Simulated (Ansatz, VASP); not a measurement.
# One calculation of AlRu, two programs

```xyz
4
Lattice="2.8957 0.0000 0.0000 -1.4478 2.5077 0.0000 0.0000 0.0000 7.7933" Properties=species:S:1:pos:R:3 pbc="T T T"
Ru    0.0000    0.0000    0.0000
Ru    0.0000    0.0000    3.8967
Al    0.0000    1.6718    1.9483
Al    1.4478    0.8359    5.8450
```

Alike in both runs: functional PBE; k mesh 10 × 10 × 6; occupations fermi-dirac, width 0.08 eV; no spin polarisation.

Ansatz relaxed the structure, and its values are those at the end. VASP's run is a single point on that final structure, the one shown.

|  | VASP | Ansatz |
| --- | --- | --- |
| version | VASP 6.6.1 | Ansatz 0.2.0 |
| potentials or method | VASP PAW PBE potentials, release 64 (Ru_pv, Al) | PAW with Ansatz's default frozen-core files, scalar-relativistic |
| plane-wave cutoff (eV) | 520 | 420 |
| valence electrons in the cell | 34 | 38 |

|  | VASP | Ansatz | Ansatz less VASP |
| --- | --- | --- | --- |
| pressure (GPa) | -0.1 | -0.1 | +0.05 |

With one functional, cell and mesh, what is left measures potentials, basis and numerics. The two sets of potentials don't hold the same shells in valence.
